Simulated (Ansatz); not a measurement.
**TaS2: equation of state with PBE**

TaS2:

```
CELL_PARAMETERS angstrom
3.35000 0.00000 0.00000
-1.67500 2.90119 0.00000
0.00000 0.00000 5.86000
ATOMIC_POSITIONS crystal
Ta 0.00000 0.00000 0.00000
S 0.66667 0.33333 0.75000
S 0.33333 0.66667 0.25000
```

```
Program             : Ansatz 0.2.0
Task                : equation of state
Functional          : PBE
Potentials or basis : PseudoDojo stringent
Cutoff              : 1796 eV
Density cutoff      : 7184 eV
k mesh              : 9 × 9 × 5
Occupations         : fermi-dirac, width 0.05 eV
Spin                : no spin polarisation
```

The equilibrium volume is 20.24 Å³/atom (rough: see the caveat) and the bulk modulus at fixed shape and positions is 122 GPa (rough).

Energy against volume, from the lowest point:
| volume (Å³/atom) | energy (meV/atom) |
| --- | --- |
| 17.845 | 133.52 |
| 18.225 | 91.21 |
| 18.605 | 57.96 |
| 18.984 | 32.95 |
| 19.364 | 15.40 |
| 19.744 | 4.63 |
| 20.123 | 0.00 |

All runs of the series together: 65 s on 2 threads of Intel(R) Xeon(R) Platinum 8488C (Sapphire Rapids), on a shared host.

Caveat: the minimum lies outside the volumes run; the cell was scaled at fixed shape and fractional positions, which overstates the stiffness of a crystal with free parameters, most of all of layers and chains; this functional lacks dispersion, which binds the layers, so the pressure and a relaxed spacing across them are unreliable. The run has no spin-orbit coupling, so splittings on Ta are missing.
